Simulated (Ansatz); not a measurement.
# GaCo (Pm-3m) in Ansatz: single point with PBE

Aim: the single point of GaCo with PBE.

All numbers are computed with Ansatz 0.2.0; they aren't measurements. Logs are shortened: lines on timing, memory, paths and dates and some standing lists are left out, and cuts for length are marked.

## 1. Starting point

Symmetry: Pm-3m, No. 221, cubic system. The conventional cell has a = 2.878 Å, b = 2.878 Å, c = 2.878 Å, α = 90.00°, β = 90.00°, γ = 90.00°. Around Ga (site symmetry m-3m) lie 8 Co at 2.49 Å. Around Co (site symmetry m-3m) lie 8 Ga at 2.49 Å.

## 2. Single point, PBE, collinear spin, ferromagnetic start

File input.yaml:

```yaml
crystal:
  lattice:
    - [2.878, 0.0, 0.0]
    - [0.0, 2.878, 0.0]
    - [0.0, 0.0, 2.878]
  atoms:
    - { symbol: Ga, position: [0.5, 0.5, 0.5] }
    - { symbol: Co, position: [0.0, 0.0, 0.0], spin: 2.0 }
hamiltonian:
  xc: pbe
  pseudopotentials: { kind: paw }
magnetization:
  spin_polarized: true
kpoints:
  mp_grid: { grid: [9, 9, 9] }
scf:
  occupations: { method: gaussian, width: 0.1 }
output:
  forces: true
  stress: true
  eigenvalues: true
```

Potentials or basis: Ansatz PAW.

Started as:

```
> ansatz run input.yaml --threads 2 --pin off --max-ram 5632MiB --backend cpu --events-out ev --progress --plain --runs-dir out
```

Output:

```text
Warning: RAYON_NUM_THREADS=2 ignored (pool sized by the plan → 2); use --threads N
Engine: ansatz 0.2.0, x86_64-unknown-linux-gnu
Pseudopotentials: kind: paw
Pseudopotential: Ga, paw, valence charge 13, recommended cutoff 420 eV (normal), Ga.paw.azcp
Pseudopotential: Co, paw, valence charge 17, recommended cutoff 420 eV (normal), Co.paw.azcp
Functional definition: PBE
  parameter kappa = 0.804
  parameter beta = 0.06672455060314922
  exchange = pbe_x(kappa = kappa, mu = beta*pi^2/3)
  correlation = pbe_c(beta = beta)
Crystal: 2 atoms, lattice volume = 23.838 Å³
Basis set: ecut = 420 eV, 461 PW (Γ), exchange–correlation on 40×40×40 points (8 copies of the dense FFT grid, shifted against one another)
Bands: 20, of which v1, the nominal top of the filled ones, is band 15 counted from 1 (14 counted from 0)
Symmetry: 48 space group operations
Space group: Pm-3m (ITA 221), of the structure as read, at distance tolerance 2.9e-5 Å
Magnetic group: BNS 221.92 (UNI 1594), of the structure as read, at distance tolerance 2.9e-5 Å
k-points: 35 of 729
Non-local potential: Ga, projectors of the file, l = 0: 2, l = 1: 2, l = 2: 3, l = 3: 1
Non-local potential: Co, projectors of the file, l = 0: 3, l = 1: 2, l = 2: 3, l = 3: 1
PAW form: soft (Blöchl's): semilocal exchange-correlation on the pseudo side does not see the compensation charge
PAW one-centre angular grid: Ga, 590 points (default); XC on 64 Gauss nodes
PAW one-centre angular grid: Co, 590 points (default); XC on 64 Gauss nodes
Initial density: superposition of atomic densities (chi_scale 0.1, normalization cell)
Starting moments: Σ|m| = 2 μB on 1 of 2 sites
Initial wavefunctions: pseudopotential atomic-orbital guess
Functional: x = pbe(κ = 0.804, μ = 0.2195149727645171), c = pbe(β = 0.06672455060314922)
iter 1 solved again at ethr=1.83e-3 eV; its pass at ethr=3.10e-3 eV (dr2=5.49e-1 eV) is discarded
SCF iter   1: F=—  HF=-8908.375729 eV  |F-HF|=—  |Δ(HF+E_count)|=         —  Δρ=1.40e-1 (↑1.40e-1 ↓1.03e-1)  dr2=5.48e-1  dr2_m=3.10e0  M=0.554 μB ∫|m|=0.731 μB  β_m=0.30  ethr=1.83e-3  ⟨swp⟩=1.0  Hψ=7692  notcnv=0
Mixer restart at iter 1: flushing history
preconditioner: auto → none  [metal: Δε(μ)=0.065 eV  Ē_g=14.139 eV  σ=0.100 eV  W_gap=0.35  n_scr=6 (ndim 8)  ℏωp=35.7 eV  f_vac=0.000  D(μ)=1.91/eV (n_scr^D=26)  sad-step TF]
SCF iter   2: F=—  HF=-8908.520833 eV  |F-HF|=—  |Δ(HF+E_count)|=   1.45e-1  Δρ=1.08e-1 (↑9.16e-2 ↓1.08e-1)  dr2=3.75e-1  dr2_m=2.10e0  M=0.428 μB ∫|m|=0.580 μB  β_m=0.65  ethr=1.83e-3  ⟨swp⟩=2.4  Hψ=2076  notcnv=0
SCF iter   3: F=—  HF=-8910.877370 eV  |F-HF|=—  |Δ(HF+E_count)|=    2.36e0  Δρ=1.37e-1 (↑1.37e-1 ↓6.00e-2)  dr2=5.55e0  dr2_m=3.44e-1  M=0.139 μB ∫|m|=0.256 μB  β_m=0.52  ethr=1.25e-3  ⟨swp⟩=3.7  Hψ=3577  notcnv=0  defer=21
SCF iter   4: F=—  HF=-8909.684859 eV  |F-HF|=—  |Δ(HF+E_count)|=    1.19e0  Δρ=2.39e-2 (↑2.39e-2 ↓1.55e-2)  dr2=4.15e-2  dr2_m=7.04e-2  M=0.131 μB ∫|m|=0.192 μB  β_m=0.45  ethr=1.25e-3  ⟨swp⟩=3.0  Hψ=3562  notcnv=0  defer=45
SCF iter   5: F=—  HF=-8909.680386 eV  |F-HF|=—  |Δ(HF+E_count)|=   4.47e-3  Δρ=5.30e-3 (↑5.30e-3 ↓4.81e-3)  dr2=5.20e-3  dr2_m=3.24e-3  M=0.142 μB ∫|m|=0.203 μB  β_m=0.73  ethr=1.38e-4  ⟨swp⟩=2.0  Hψ=2960  notcnv=0  defer=49
SCF iter   6: F=—  HF=-8909.682810 eV  |F-HF|=—  |Δ(HF+E_count)|=   2.42e-3  Δρ=7.83e-3 (↑5.84e-3 ↓7.83e-3)  dr2=8.02e-4  dr2_m=1.01e-2  M=0.125 μB ∫|m|=0.171 μB  β_m=0.86  ethr=1.73e-5  ⟨swp⟩=3.0  Hψ=2523  notcnv=0  defer=49
SCF iter   7: F=—  HF=-8909.683663 eV  |F-HF|=—  |Δ(HF+E_count)|=   8.53e-4  Δρ=6.12e-3 (↑6.12e-3 ↓1.57e-3)  dr2=3.32e-3  dr2_m=3.15e-3  M=0.083 μB ∫|m|=0.112 μB  β_m=0.93  ethr=2.67e-6  ⟨swp⟩=2.0  Hψ=2572  notcnv=0  defer=49
SCF iter   8: F=—  HF=-8909.683577 eV  |F-HF|=—  |Δ(HF+E_count)|=   8.65e-5  Δρ=4.32e-3 (↑4.32e-3 ↓5.87e-4)  dr2=2.69e-3  dr2_m=1.18e-3  M=0.050 μB ∫|m|=0.067 μB  β_m=0.97  ethr=2.67e-6  ⟨swp⟩=2.0  Hψ=1744  notcnv=0  defer=49
SCF iter   9: F=—  HF=-8909.683517 eV  |F-HF|=—  |Δ(HF+E_count)|=   5.98e-5  Δρ=2.48e-4 (↑2.48e-4 ↓2.20e-4)  dr2=3.40e-6  dr2_m=1.09e-5  M=-0.006 μB ∫|m|=0.008 μB  β_m=0.89  ethr=2.67e-6  ⟨swp⟩=2.1  Hψ=2275  notcnv=0  defer=49
SCF iter  10: F=—  HF=-8909.683518 eV  |F-HF|=—  |Δ(HF+E_count)|=   1.37e-6  Δρ=8.39e-5 (↑8.39e-5 ↓5.28e-5)  dr2=3.30e-6  dr2_m=9.75e-8  M=0.001 μB ∫|m|=0.001 μB  β_m=0.86  ethr=1.13e-8  ⟨swp⟩=2.0  Hψ=2646  notcnv=0  defer=48
SCF iter  11: F=—  HF=-8909.683518 eV  |F-HF|=—  |Δ(HF+E_count)|=   1.70e-7  Δρ=2.14e-5 (↑2.14e-5 ↓1.41e-5)  dr2=2.07e-7  dr2_m=6.21e-9  M=0.000 μB ∫|m|=0.000 μB  β_m=0.93  ethr=1.10e-8  ⟨swp⟩=2.0  Hψ=1584  notcnv=0  defer=48
SCF iter  12: F=—  HF=-8909.683518 eV  |F-HF|=—  |Δ(HF+E_count)|=   2.05e-9  Δρ=2.80e-6 (↑7.31e-7 ↓2.80e-6)  dr2=1.31e-9  dr2_m=4.10e-10  M=0.000 μB ∫|m|=0.000 μB  β_m=0.93  ethr=6.90e-10  ⟨swp⟩=2.0  Hψ=1667  notcnv=0  defer=48
SCF iter  13: F=—  HF=-8909.683518 eV  |F-HF|=—  |Δ(HF+E_count)|=  4.07e-10  Δρ=3.40e-7 (↑3.40e-7 ↓2.83e-7)  dr2=2.99e-11  dr2_m=4.28e-12  M=0.000 μB ∫|m|=0.000 μB  β_m=0.92  ethr=4.36e-12  ⟨swp⟩=2.2  Hψ=2350  notcnv=0  defer=48
SCF iter  14: F=-8909.683518 eV  HF=-8909.683518 eV  |F-HF|=4.37e-11  |Δ(HF+E_count)|=  9.09e-12  Δρ=1.82e-7 (↑1.82e-7 ↓1.70e-7)  dr2=1.61e-11  dr2_m=2.42e-13  M=0.000 μB ∫|m|=0.000 μB  ethr=1.00e-12  ⟨swp⟩=4.3  Hψ=4332  notcnv=0
SCF 1 converged in 14 iterations: F = -8909.683518 eV  dr2 = 1.61e-11
WARN: the starting moments were not kept: the SCF closed with an absolute magnetisation of 3.3e-6 μB, where they sum to 2 μB in size (1 site). That is at most 0.1 of that sum. Measured as dr2_m measures the in/out step, that magnetisation stands 2.6e-11 eV from none, at or under the dr2_threshold of 1.0e-7 eV: it is no larger than a step whose dr2_m would equal this threshold. The system may hold no moment; this SCF shows only that its start led to no more than that. To try another start: raise the starting moments (crystal.atoms[].spin, magnetization.per_species, magnetization.initial_magnetization, or on a non-collinear deck that types none of these the spinor_matrix: blocks that start its atoms; where the total moment is fixed, keep their sum and leave initial_magnetization as it is; typed ones take the place of any that the run laid by itself, positive ones on a crystal's lanthanoids without a Hubbard term where scf.initial_density.shell_occupations: [] is typed) or, if the notice of its spin-set hold's release reads "site moments contracting" or "site moments show no strong build", lengthen the hold (scf.mixing.spin_hold: { on: { confirm: 4 } }; for m-r²SCAN on two components see the key's manual first). Each may lead to a state that holds a moment. A second SCF, from the converged charge density, with the starting moments and any scf.initial_density.shell_occupations laid on it anew, would have followed, and was not run: the deck does not ask for one (magnetization.retry_lost_moments is false, the default). To let it run, set magnetization.retry_lost_moments: true and run the deck again, where that key's refused combinations let it; where memory then withholds it, that run's warning says so.
SCF converged after 14 iterations
Magnetization: 0.0000 μB (15.0000 up, 15.0000 down)
Absolute magnetization: 0.0000 μB (∫|ρ↑−ρ↓|, with the PAW one-centre terms)
Spin contamination: 0.0000 ħ² per cell (⟨S²⟩ above its minimum at these occupations)
Per-site moments (μB) at R_I (Å): [(-8.587241801971899e-8, 1.028123708737791), (3.108237881373792e-6, 1.028123708737791)]
Free energy (F): -8909.683518 eV
Harris-Foulkes:  -8909.683518 eV  (|F-HF|=4.37e-11)
Internal energy: -8909.677359 eV  (E = F + TS)
E sigma→0 (E₀):  -8909.680439 eV
Entropy (-TS):   -0.006160 eV (-3.080 meV/atom)
Fermi energy:    16.908399 eV
--- Per-component energies (eV) ---
  E_band       = -216.380386
  E_kinetic    = 573.417886
  E_local      = -4483.219912  (includes V_loc(G=0)·N_el)
  E_nonlocal   = 884.614931
  E_hartree    = 1990.532514
  E_xc         = -228.959247
  E_vxc        = -264.517293  (∫ρ·V_xc dr)
  E_paw        = -3508.447090  (= ΣΔE_a)
  E_vpaw       = -907.740767  (= ΣTr[D̂ρ^β])
  E_aug_tail   = -0.000032  (compensation charges beyond the density's cutoff)
  E_ewald      = -4137.616408
  E_smearing   = -0.006160  (= −TS)
  E_closure    = -0.000000  (closes the sum)
  Σ components = -8909.683518   (vs F -8909.683518, Δ=0.00e0)
--- Forces (eV/Å), atoms counted from 1 ---
  atom   1  Ga     0.00000000    -0.00000000     0.00000000
  atom   2  Co    -0.00000000     0.00000000     0.00000000
  max |Σ_I F_I| component: 2.96e-29 eV/Å
--- Stress (GPa, compression-positive) ---
        0.644577       0.000000       0.000000
        0.000000       0.644577       0.000000
        0.000000       0.000000       0.644577
  P = ⅓ Tr σ = 0.6446 GPa (6.446 kbar)
--- Band table (eV; the first three rows and the last of 70) ---
  k-point 0 ↑: bands = ["-77.7633", "-41.0714", "-41.0714", "-41.0714", "1.7558", "1.7558", "2.1041", "2.1041", "2.1041", "4.8035", "14.3525", "14.3525", "16.1772", "16.1772", "16.1772", "22.0859", "22.0859", "22.0859", "27.8910", "27.8910"]
  k-point 1 ↑: bands = ["-77.7630", "-41.0759", "-41.0710", "-41.0710", "1.7622", "1.7877", "2.0925", "2.0925", "2.1068", "5.0372", "14.2997", "14.3781", "16.0253", "16.0253", "16.1779", "20.5474", "22.4938", "22.4938", "27.9316", "28.6290"]
  k-point 2 ↑: bands = ["-77.7622", "-41.0873", "-41.0701", "-41.0701", "1.7786", "1.8656", "2.0631", "2.0631", "2.1136", "5.7381", "13.8843", "14.4441", "15.6902", "15.6902", "16.1797", "18.3493", "23.5966", "23.5966", "28.0521", "29.0493"]
  k-point 34 ↓: bands = ["-77.7555", "-41.1012", "-41.1012", "-41.1012", "1.8446", "1.8512", "1.8512", "2.2519", "2.2519", "12.4354", "12.8989", "12.8989", "16.5763", "16.5763", "17.8528", "19.1135", "20.3061", "20.3061", "22.4698", "22.4698"]
```

It took 7.6 s on 2 threads of Intel Xeon at 2.50GHz (Skylake/Cascade Lake), shared host; peak memory 0.34 GiB.

What came out:

```
Free energy            : -8909.6835 eV
Pressure               : 0.6 GPa
Band gap on the k mesh : none (metal or under the smearing width)
Net moment             : 0.00 μB per cell
Absolute moment        : 0.00 μB per cell
```

Caveat: the starting moments collapsed, and a magnetic state may lie lower; the starting moments weren't kept.
